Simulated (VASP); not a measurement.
# InP (F-43m) in VASP: further runs

The runs below take InP through single point, with PBEsol.

Everything below comes from runs of VASP 6.6.1. Logs are shortened: lines on timing, memory, paths and dates and some standing lists are left out, and cuts for length are marked.

**Experimental background.**

From a printed reference work, data compilation, for a bulk crystal of InP at 1.6 K: band gap 1.4236 eV (direct).

How close the calculation comes is told below.

### Step 1. The cell of the first run

Symmetry: F-43m, No. 216, cubic system. Conventional cell: a = 5.799 Å, b = 5.799 Å, c = 5.799 Å, α = 90.00°, β = 90.00°, γ = 90.00°. In (site symmetry -43m) has 4 P at 2.51 Å within 3.3 Å. P (site symmetry -43m) has 4 In at 2.51 Å within 3.3 Å.

### Step 2. Single point, PBEsol (volume scaled by 0.960)

INCAR

```
  PREC = Accurate
  ENCUT = 520
  EDIFF = 1E-6
  ISMEAR = 0
  SIGMA = 0.05
  LREAL = F
  LASPH = T
  NELM = 60
  ALGO = Normal
  ISIF = 2
  LWAVE = F
  LCHARG = F
  GGA = PS
  NBANDS = 16
```

KPOINTS

```
regular mesh
0
Gamma
  14 14 14
```

POSCAR

```
InP
1.0
    0.0000000000      2.8995411062      2.8995411062
    2.8995411062      0.0000000000      2.8995411062
    2.8995411062      2.8995411062      0.0000000000
In P
1 1
Direct
    0.0000000000      0.0000000000      0.0000000000
    0.2500000000      0.2500000000      0.2500000000
```

Potentials or basis: VASP PAW PBE potentials, release 64 (In_d, P).

The run is started by

```bash
cat potpaw_PBE.64/In_d/POTCAR potpaw_PBE.64/P/POTCAR > POTCAR
mpirun -np 1 vasp_std > vasp.out
```

OUTCAR:

```text
PREC = Accurate
   ENCUT = 520
   EDIFF = 1E-6
   ISMEAR = 0
   LREAL = F
   LASPH = T
   NELM = 60
   ISIF = 2
   GGA = PS

 ion  position               nearest neighbor table
   1  0.000  0.000  0.000-   2 2.51   2 2.51   2 2.51   2 2.51
   2  0.250  0.250  0.250-   1 2.51   1 2.51   1 2.51   1 2.51

  LATTYP: Found a face centered cubic cell.
 ALAT       =     5.7990822124

  Lattice vectors:

 A1 = (   0.0000000000,   2.8995411062,   2.8995411062)
 A2 = (   2.8995411062,   0.0000000000,   2.8995411062)
 A3 = (   2.8995411062,   2.8995411062,   0.0000000000)

Analysis of symmetry for initial positions (statically):
=====================================================================
 Subroutine PRICEL returns:
 Original cell was already a primitive cell.

 Routine SETGRP: Setting up the symmetry group for a
 face centered cubic supercell.

 Subroutine GETGRP returns: Found 24 space group operations
 (whereof 24 operations were pure point group operations)
 out of a pool of 48 trial point group operations.

The static configuration has the point symmetry T_d .

Analysis of symmetry for dynamics (positions and initial velocities):
=====================================================================
 Subroutine PRICEL returns:
 Original cell was already a primitive cell.

 Routine SETGRP: Setting up the symmetry group for a
 face centered cubic supercell.

 Subroutine GETGRP returns: Found 24 space group operations
 (whereof 24 operations were pure point group operations)
 out of a pool of 48 trial point group operations.

The dynamic configuration has the point symmetry T_d .

 Subroutine INISYM returns: Found 24 space group operations
 (whereof 24 operations are pure point group operations),
 and found     1 'primitive' translations

----------------------------------------------------------------------------------------

                                     Primitive cell

  volume of cell :      48.7548

  direct lattice vectors                    reciprocal lattice vectors
     0.000000000  2.899541106  2.899541106    -0.172441080  0.172441080  0.172441080
     2.899541106  0.000000000  2.899541106     0.172441080 -0.172441080  0.172441080
     2.899541106  2.899541106  0.000000000     0.172441080  0.172441080 -0.172441080

  length of vectors
     4.100570357  4.100570357  4.100570357     0.298676712  0.298676712  0.298676712

  position of ions in fractional coordinates (direct lattice)
     0.000000000  0.000000000  0.000000000
     0.250000000  0.250000000  0.250000000

  ion indices of the primitive-cell ions
   primitive index   ion index
                 1           1
                 2           2

----------------------------------------------------------------------------------------

 KPOINTS: regular mesh

Automatic generation of k-mesh.
 Grid dimensions read from file:
 generate k-points for:   14   14   14

 Generating k-lattice:

  Cartesian coordinates                     Fractional coordinates (reciprocal lattice)
    -0.012317220  0.012317220  0.012317220     0.071428571  0.000000000  0.000000000
     0.012317220 -0.012317220  0.012317220     0.000000000  0.071428571  0.000000000
     0.012317220  0.012317220 -0.012317220     0.000000000  0.000000000  0.071428571

  Length of vectors
     0.021334051  0.021334051  0.021334051

  Shift w.r.t. Gamma in fractional coordinates (k-lattice)
     0.000000000  0.000000000  0.000000000

 Subroutine IBZKPT returns following result:
 ===========================================

 Found    104 irreducible k-points:

 Following reciprocal coordinates:
            Coordinates               Weight
  0.000000  0.000000  0.000000      1.000000
  0.071429  0.000000  0.000000      8.000000
  0.142857  0.000000  0.000000      8.000000
  0.214286  0.000000  0.000000      8.000000
  0.285714  0.000000  0.000000      8.000000
  0.357143  0.000000  0.000000      8.000000
[... 16 lines left out ...]
  0.214286  0.142857  0.000000     24.000000
  0.285714  0.142857  0.000000     24.000000
 [... further k-points ...]
   k-points           NKPTS =    104   k-points in BZ     NKDIM =    104   number of bands    NBANDS=     16
   number of dos      NEDOS =    301   number of ions     NIONS =      2
   total plane-waves  NPLWV =  27000
   dimension x,y,z NGX =    30 NGY =   30 NGZ =   30
   dimension x,y,z NGXF=    60 NGYF=   60 NGZF=   60
   ions per type =               1   1
   NGX,Y,Z   is equivalent  to a cutoff of  12.16, 12.16, 12.16 a.u.
   NGXF,Y,Z  is equivalent  to a cutoff of  24.33, 24.33, 24.33 a.u.
 SYSTEM =  unknown system
   PREC   = accura    normal or accurate (medium, high low for compatibility)
   ISTART =      0    job   : 0-new  1-cont  2-samecut
   ICHARG =      2    charge: 1-file 2-atom 10-const
   ISPIN  =      1    spin polarized calculation?
   LNONCOLLINEAR =      F non collinear calculations
   LSORBIT =      F    spin-orbit coupling
   LASPH  =      T    aspherical Exc in radial PAW
   ENCUT  =  520.0 eV  38.22 Ry    6.18 a.u.   7.62  7.62  7.62*2*pi/ulx,y,z
   NELM   =     60;   NELMIN=  2; NELMDL= -5     # of ELM steps
   EDIFF  = 0.1E-05   stopping-criterion for ELM
   LREAL  =      F    real-space projection
   EDIFFG = 0.1E-04   stopping-criterion for IOM
   NSW    =      0    number of steps for IOM
   IBRION =     -1    ionic relax: 0-MD 1-quasi-New 2-CG
   NFREE  =      0    steps in history (QN), initial steepest desc. (CG)
   ISIF   =      2    stress and relaxation
   ISYM   =      2    0-nonsym 1-usesym 2-fastsym
   POTIM  = 0.5000    time-step for ionic-motion
   TEBEG  =    0.0;   TEEND  =   0.0 temperature during run
   PSTRESS=    0.0 pullay stress
   NELECT =      18.0000    total number of electrons
   NUPDOWN=      -1.0000    fix difference up-down
   EMIN   =  10.00;   EMAX   =-10.00  energy-range for DOS
   EFERMI =   0.00;   METHOD = LEGACY
   ISMEAR =     0;   SIGMA  =   0.05  broadening in eV -4-tet -1-fermi 0-gaus
   EFERMI_NEDOS =   21; number of points for ismear=-14 and -15
   IALGO  =     38    algorithm
   IMIX   =      4    mixing-type and parameters
     AMIX     =   0.40;   BMIX     =  1.00
     AMIX_MAG =   1.60;   BMIX_MAG =  1.00
  volume/ion in A,a.u.               =      24.38       164.51
  Fermi-wavevector in a.u.,A,eV,Ry     =   1.174428  2.219347 18.766259  1.379281
  Thomas-Fermi vector in A             =   2.310825
   LORBIT       =      0    0 simple, 1 ext, 2 COOP (PROOUT), +10 PAW based schemes
   GGA     = PS    functional components
   LHFCALC =     F    Hartree Fock is set to
   AEXX    =    0.0000 exact exchange contribution
   IVDW    =     0    specifies the selected vdW correction
   LEPSILON=     F    determine dielectric tensor
   LRPA    =     F    only Hartree local field effects (RPA)
 non-spin polarized calculation
 Gauss-broadening in eV      SIGMA  =   0.05
  energy-cutoff  :      520.00
  volume of cell :       48.75
 maximum number of plane-waves:      1363
   NGX = 15   NGY = 15   NGZ = 15

 number of electron      18.0000009 magnetization

 Free energy of the ion-electron system (eV)
  ---------------------------------------------------
  ext. energy  EPLUGINS =         0.00000000
  ---------------------------------------------------
  free energy    TOTEN  =        -9.13855175 eV

  energy without entropy =       -9.13855175  energy(sigma->0) =       -9.13855175

 E-fermi :   5.6947     XC(G=0):  -9.6208

 val. band max:        5.4464353362   @ k =   0.0000   0.0000   0.0000
 cond. band min:       6.2321937890   @ k =   0.0000   0.0000   0.0000
 fundamental gap:      0.7857584528
 Fermi energy:         5.6946800577

 k-point     1 :       0.0000    0.0000    0.0000
  band No.  band energies     occupation
      1      -8.7725      2.00000
      2      -8.7725      2.00000
      3      -8.7725      2.00000
      4      -8.6009      2.00000
      5      -8.6009      2.00000
      6      -6.3270      2.00000
[... 8 lines left out ...]
     15      14.9287      0.00000
     16      14.9287      0.00000

 k-point     2 :       0.0714    0.0000    0.0000
  band No.  band energies     occupation
      1      -8.7802      2.00000
      2      -8.7696      2.00000
      3      -8.7696      2.00000
      4      -8.6010      2.00000
      5      -8.6010      2.00000
      6      -6.2643      2.00000
[... 8 lines left out ...]
     15      14.5944      0.00000
     16      14.5944      0.00000

 k-point     3 :       0.1429    0.0000    0.0000
  band No.  band energies     occupation
      1      -8.8013      2.00000
      2      -8.7617      2.00000
      3      -8.7617      2.00000
      4      -8.6008      2.00000
      5      -8.6008      2.00000
      6      -6.0803      2.00000
[... 8 lines left out ...]
     15      14.1341      0.00000
     16      14.8363      0.00000

 k-point     4 :       0.2143    0.0000    0.0000
  band No.  band energies     occupation
      1      -8.8304      2.00000
      2      -8.7513      2.00000
      3      -8.7513      2.00000
      4      -8.5994      2.00000
      5      -8.5994      2.00000
      6      -5.7870      2.00000
[... 8 lines left out ...]
     15      13.9432      0.00000
     16      14.6375      0.00000

 k-point     5 :       0.2857    0.0000    0.0000
  band No.  band energies     occupation
      1      -8.8609      2.00000
      2      -8.7413      2.00000
      3      -8.7413      2.00000
      4      -8.5963      2.00000
      5      -8.5963      2.00000
      6      -5.4079      2.00000
[... 8 lines left out ...]
     15      14.1637      0.00000
     16      14.3081      0.00000

 k-point     6 :       0.3571    0.0000    0.0000
  band No.  band energies     occupation
      1      -8.8872      2.00000
      2      -8.7340      2.00000
      3      -8.7340      2.00000
      4      -8.5916      2.00000
      5      -8.5916      2.00000
      6      -4.9887      2.00000
[... 8 lines left out ...]
     15      14.7746      0.00000
     16      14.7746      0.00000
[... 267 lines left out ...]
 k-point    21 :      -0.0714    0.0714    0.0000
  band No.  band energies     occupation
      1      -8.7936      2.00000
      2      -8.7663      2.00000
      3      -8.7622      2.00000
      4      -8.6030      2.00000
      5      -8.5990      2.00000
      6      -6.1613      2.00000
[... 8 lines left out ...]
     15      14.4712      0.00000
     16      14.7744      0.00000

 k-point    22 :       0.1429    0.1429    0.0000
  band No.  band energies     occupation
      1      -8.8211      2.00000
      2      -8.7510      2.00000
      3      -8.7510      2.00000
      4      -8.6103      2.00000
      5      -8.5934      2.00000
      6      -5.9995      2.00000
[... 8 lines left out ...]
     15      15.1103      0.00000
     16      15.5211      0.00000

 k-point    23 :       0.2143    0.1429    0.0000
  band No.  band energies     occupation
      1      -8.8440      2.00000
      2      -8.7414      2.00000
      3      -8.7399      2.00000
      4      -8.6144      2.00000
      5      -8.5899      2.00000
      6      -5.7840      2.00000
[... 8 lines left out ...]
     15      15.0579      0.00000
     16      16.1026      0.00000

 k-point    24 :       0.2857    0.1429    0.0000
  band No.  band energies     occupation
      1      -8.8681      2.00000
      2      -8.7333      2.00000
      3      -8.7286      2.00000
      4      -8.6160      2.00000
      5      -8.5863      2.00000
      6      -5.4683      2.00000
[... 8 lines left out ...]
     15      15.0995      0.00000
     16      15.9400      0.00000

 [... further k-points ...]
[... 5 lines left out ...]
  --------------------------------------------------------------------------------------
  -------------------------------------------------------------------------------------
  Total        0.9032931      0.9032931      0.9032931      0.0000000      0.0000000      0.0000000
  in kB       29.6839362     29.6839362     29.6839362      0.0000000      0.0000000      0.0000000
  external PRESSURE =      29.6839362 kB  Pullay stress =       0.0000000 kB

 VOLUME and BASIS-vectors are now :
 -----------------------------------------------------------------------------
  energy-cutoff  :      520.00
  volume of cell :       48.75
      direct lattice vectors                 reciprocal lattice vectors
     0.000000000  2.899541106  2.899541106    -0.172441080  0.172441080  0.172441080
     2.899541106  0.000000000  2.899541106     0.172441080 -0.172441080  0.172441080
     2.899541106  2.899541106  0.000000000     0.172441080  0.172441080 -0.172441080

 POSITION                                       TOTAL-FORCE (eV/Angst)
 -----------------------------------------------------------------------------------
      0.00000      0.00000      0.00000        -0.000000     -0.000000     -0.000000
      1.44977      1.44977      1.44977         0.000000      0.000000      0.000000
 -----------------------------------------------------------------------------------
    total drift:                               -0.000000     -0.000000      0.000000

  FREE ENERGIE OF THE ION-ELECTRON SYSTEM (eV)
  ---------------------------------------------------
  free  energy   TOTEN  =        -9.1385517520 eV

  energy  without entropy=       -9.1385517520  energy(sigma->0) =       -9.13855175
```

Run time: 59 s. Hardware: 1 thread of Intel Xeon 6975P-C, shared host; peak memory 0.23 GiB.

Results:

- Free energy: -9.1386 eV
- Pressure: 3.0 GPa
- Band gap on the k mesh: 0.79 eV, direct

Levels at points of the mesh, in eV from the valence-band top:
| k point | band 6 | band 7 | band 8 | band 9 | band 10 | band 11 | band 12 | band 13 |
| --- | --- | --- | --- | --- | --- | --- | --- | --- |
| (0.00, 0.00, 0.00) | -11.77 | 0.00 | 0.00 | 0.00 | 0.79 | 4.01 | 4.01 | 4.01 |
| (0.50, 0.00, 0.00) | -9.91 | -5.98 | -1.03 | -1.03 | 1.48 | 4.74 | 4.74 | 7.00 |
| (0.50, 0.50, 0.00) | -9.21 | -5.96 | -2.46 | -2.46 | 1.58 | 2.16 | 9.30 | 9.74 |

Caveat: the cell differs from its parent crystal (volume scaled by 0.960); the PAW data sets were made with another functional, which shifts forces and pressure a little; spin-orbit coupling is left out, which moves the levels of the heavy elements.

### Step 3. Single point, PBEsol

This run uses another cell than the first one, of 25.17 Å³/atom, 1.032 times its volume.

INCAR

```
PREC     = Accurate       # precision mode
ENCUT    = 520            # plane-wave cutoff, eV
EDIFF    = 1E-6           # SCF threshold, eV
ISMEAR   = 0              # smearing method
SIGMA    = 0.05           # smearing width, eV
LREAL    = False          # projectors in reciprocal space
LASPH    = True           # aspherical terms in the spheres
NELM     = 60             # most SCF steps
ALGO     = Normal         # electronic algorithm
ISIF     = 2              # what is computed and relaxed
LWAVE    = False          # write WAVECAR
LCHARG   = False          # write CHGCAR
GGA      = PS             # functional
NBANDS   = 16             # bands
```

KPOINTS is that of step 2.

POSCAR

```
InP
1.0
    0.0000000000      2.9305000000      2.9305000000
    2.9305000000      0.0000000000      2.9305000000
    2.9305000000      2.9305000000      0.0000000000
In P
1 1
Direct
    0.0000000000      0.0000000000      0.0000000000
    0.2500000000      0.2500000000      0.2500000000
```

Potentials or basis: VASP PAW PBE potentials, release 64 (In_d, P).

The run is started by

```bash
cat potpaw_PBE.64/In_d/POTCAR potpaw_PBE.64/P/POTCAR > POTCAR
mpirun -np 1 vasp_std > vasp.out
```

Run time: 51 s. Hardware: 1 thread of Intel Xeon 6975P-C, shared host; peak memory 0.23 GiB.

Results (log left out):

- Free energy: -9.1563 eV
- Pressure: 0.6 GPa
- Band gap on the k mesh: 0.62 eV, direct

Levels at points of the mesh, in eV from the valence-band top:
```csv
k point,band 6,band 7,band 8,band 9,band 10,band 11,band 12,band 13
"(0.00, 0.00, 0.00)",-11.55,0.00,0.00,0.00,0.62,4.02,4.02,4.02
"(0.50, 0.00, 0.00)",-9.80,-5.80,-0.99,-0.99,1.40,4.74,4.74,6.95
"(0.50, 0.50, 0.00)",-9.13,-5.82,-2.35,-2.35,1.63,2.17,9.09,9.53
```

Caveat: the PAW data sets were made with another functional, which shifts forces and pressure a little; spin-orbit coupling is left out, which moves the levels of the heavy elements.

### Step 4. How close it comes

Step 3. Measured gap of InP: 1.4236 eV (direct; 1.6 K; a printed reference work, data compilation). This calculation gives 0.62 eV (-0.81 eV). Spin-orbit coupling on In is left out. The value is that of PBEsol, without temperature or zero-point motion. Semilocal functionals fall short of measured gaps as a rule.
